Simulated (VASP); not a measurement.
Wanted: the native input for a VASP 6.6.1 run.

```
Task                   : single point
Functional             : r2SCAN
Potentials or basis    : VASP PAW PBE potentials, release 64 (Hf_pv, Si, O)
Cutoff                 : 520 eV
k mesh                 : 6 × 6 × 6
Occupations            : gaussian, width 0.03 eV
Spin                   : no spin polarisation
Further INCAR settings : ALGO = Normal; EDIFF = 1e-06
```

The structure of HfSiO4 lies in POSCAR:

```
HfSiO4                                  
1.0
   -3.3104463372      3.3104463372      3.0029049590
    3.3104463372     -3.3104463372      3.0029049590
    3.3104463372      3.3104463372     -3.0029049590
  Hf              Si              O             
     2     2     8
Direct
     1.0000000000000000    0.0000000000000000    1.0000000000000000
     0.7500000000000000    0.2500000000000000    0.5000000000000000
     0.5000000000000000    0.5000000000000000    1.0000000000000000
     0.2500000000000000    0.7500000000000000    0.5000000000000000
     0.1336535567273426    0.3184000055006448    0.8152535512266977
     0.5031464542739399    0.3184000055006448    0.1847464487733022
     0.2468535457260601    0.9315999944993553    0.3152535512266977
     0.6163464432726574    0.9315999944993553    0.6847464487733023
     0.6815999944993553    0.8663464432726574    0.1847464487733022
     0.6815999944993553    0.4968535457260601    0.8152535512266977
     0.0684000055006448    0.3836535567273425    0.3152535512266977
     0.0684000055006448    0.7531464542739399    0.6847464487733023
```

The cell was built by a generator and needn't be a form met in nature.

These files were run (other wordings do the same):

INCAR

```
SYSTEM = HfSiO4
PREC = Accurate
ENCUT = 520
EDIFF = 1E-6
ISMEAR = 0
SIGMA = 0.03
LREAL = .FALSE.
LASPH = .TRUE.
NELM = 150
ALGO = Normal
ISIF = 2
LWAVE = .FALSE.
LCHARG = .FALSE.
METAGGA = R2SCAN
LMIXTAU = .TRUE.
```

KPOINTS

```
regular mesh
0
G
  6 6 6
  0 0 0
```

Potentials or basis: VASP PAW PBE potentials, release 64 (Hf_pv, Si, O).

The run is started by

```console
$ cat potpaw_PBE.64/Hf_pv/POTCAR potpaw_PBE.64/Si/POTCAR potpaw_PBE.64/O/POTCAR > POTCAR
$ mpirun -np 1 vasp_std > vasp.out
```

Results of the run:

The pressure is -6.4 GPa and the largest force is 0.259 eV/Å. The band gap on the k mesh is 5.90 eV, indirect (least direct gap 6.24 eV).

Caveat: the PAW data sets were made with another functional, which shifts forces and pressure a little; spin-orbit coupling is left out, which moves the levels of the heavy elements.

Run time: 9.8 min on 1 thread of Intel(R) Xeon(R) 6975P-C (Granite Rapids), with other jobs on the host, peak memory 0.36 GiB.
